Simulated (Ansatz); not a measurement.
The system is Pd.

```
Pd
1.0
    -0.00469    1.95615    1.96989
     1.97890    0.00661    1.95859
     1.94617    1.91210    0.03935
Pd
1
Direct
  0.98443 0.00852 0.00951
```

The cell isn't the ideal one: cell strained at random at fixed volume.

| Property | Result |
| --- | --- |
| Program | Ansatz 0.2.0 |
| Task | relaxation of cell and atoms |
| Functional | PBEsol |
| Dispersion | D3(BJ)+ATM |
| Potentials or basis | all-electron LAPW, non-relativistic |
| Basis error allowed | 0.001 eV/atom |
| k mesh | 12 × 12 × 12 |
| Occupations | fermi-dirac, width 0.05 eV |
| Spin | no spin polarisation |

At the start: volume 14.75 Å³/atom.

Question: How do energy, volume and symmetry change on relaxing?

Answer: Over 5 steps the energy falls by 5.9 meV/atom and the volume is 14.89 Å³/atom (+0.9 %); space group Fm-3m (No. 225, to 0.05 Å).

Step by step:
| step | energy change (eV) | largest force (eV/Å) | volume (Å³) |
| --- | --- | --- | --- |
| 1 | 0.0000 | 0.0000 | 14.75 |
| 2 | -0.0051 | 0.0000 | 14.98 |
| 3 | -0.0058 | 0.0000 | 14.88 |
| 4 | -0.0059 | 0.0000 | 14.89 |
| 5 | -0.0059 | 0.0000 | 14.89 |

Final structure:
```yaml
crystal:
  lattice:
    - [-0.00001, 1.95083, 1.95252]
    - [1.95434, 0.00000, 1.95251]
    - [1.95427, 1.95083, 0.00004]
  atoms:
    - { symbol: Pd, position: [0.98443, 0.00852, 0.00952] }
```

Caveat: relativity is left out, which matters for the heavier elements.
